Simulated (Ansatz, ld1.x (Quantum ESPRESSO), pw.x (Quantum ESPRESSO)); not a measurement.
# What a changed setting does to a pw.x run (sc N)

Potential: norm-conserving RRKJ (Kleinman–Bylander form), ld1.x (Quantum ESPRESSO) 7.5, PBE; core [He], reference 2s2 2p2.5; waves: 2s (bound): rc 1.05 bohr; 2p (bound): rc 2.00 bohr; 3d channel at 0.05 Ry: rc 1.60 bohr; local part: all-electron potential smoothed inside 1.30 bohr (lloc = -1); core correction: none; rho0 0.005.

The reference run (k-mesh 17³, cutoffs 135/540 Ry, Fermi–Dirac 0.01 Ry, mixing_beta 0.4, conv_thr 1e-9, no spin) gives -2.67 GPa at 6.670 Å³/atom, where all-electron LAPW gives -4.61 GPa. This run, with its own iteration cap, changes degauss to 0.005.

```
&control
  calculation='scf', prefix='x', pseudo_dir='./', outdir='./tmp', tstress=.true., disk_io='none'
/
&system
  ibrav=0, nat=1, ntyp=1, ecutwfc=135, ecutrho=540, nbnd=9,
  occupations='smearing', smearing='fd', degauss=0.005
/
&electrons
  conv_thr=1e-09, mixing_beta=0.4, electron_maxstep=60
/
ATOMIC_SPECIES
N 1.0 N.UPF
CELL_PARAMETERS angstrom
  1.88238568 0.00000000 0.00000000
  0.00000000 1.88238568 0.00000000
  0.00000000 0.00000000 1.88238568
ATOMIC_POSITIONS crystal
N 0.0000 0.0000 0.0000
K_POINTS automatic
17 17 17 0 0 0
```

```bash
pw.x < N.scf.in > N.scf.out
```

Problem. How does the run end?

Solution. It converges in 6 iterations; the free energy moves by +9.8 meV/atom and the pressure by +0.07 GPa. In a metal, with Fermi–Dirac smearing, F lies below its zero-width value by a term in the square of the width.

```
Message from routine setup:
     using ibrav=0 with symmetry is DISCOURAGED, use correct ibrav instead
     lattice parameter (alat)  =       3.5572  a.u.
     unit-cell volume          =      45.0114 (a.u.)^3
     number of electrons       =         5.00
     number of Kohn-Sham states=            9
     kinetic-energy cutoff     =     135.0000  Ry
     charge density cutoff     =     540.0000  Ry
     scf convergence threshold =      1.0E-09
     Exchange-correlation= PBE
     number of k points=   165  Fermi-Dirac smearing, width (Ry)=  0.0050
     iteration #  1     ecut=   135.00 Ry     beta= 0.40
     total energy              =     -19.38832626 Ry
     estimated scf accuracy    <       0.01741969 Ry
     iteration #  2     ecut=   135.00 Ry     beta= 0.40
     total energy              =     -19.38706978 Ry
     estimated scf accuracy    <       0.00407540 Ry
     iteration #  3     ecut=   135.00 Ry     beta= 0.40
     total energy              =     -19.38751669 Ry
     estimated scf accuracy    <       0.00003264 Ry
     iteration #  4     ecut=   135.00 Ry     beta= 0.40
     total energy              =     -19.38751980 Ry
     estimated scf accuracy    <       0.00000038 Ry
     iteration #  5     ecut=   135.00 Ry     beta= 0.40
     total energy              =     -19.38751988 Ry
     estimated scf accuracy    <          6.5E-09 Ry
     iteration #  6     ecut=   135.00 Ry     beta= 0.40
     the Fermi energy is    10.6400 ev
!    total energy              =     -19.38751988 Ry
     estimated scf accuracy    <          1.7E-10 Ry
     smearing contrib. (-TS)   =      -0.00055727 Ry
     The total energy is F=E-TS. E is the sum of the following terms:
     one-electron contribution =       3.67900601 Ry
     hartree contribution      =       1.65556611 Ry
     xc contribution           =      -4.78097230 Ry
     ewald contribution        =     -19.94056243 Ry
     convergence has been achieved in   6 iterations
          total   stress  (Ry/bohr**3)                   (kbar)     P=      -26.01
     Message from routine punch:
     Nothing written, as per user request (disk_io='none')
```

The run took about 17 s on one core of a shared host (Neoverse-V1, 32 threads, 247 GiB, load 15).
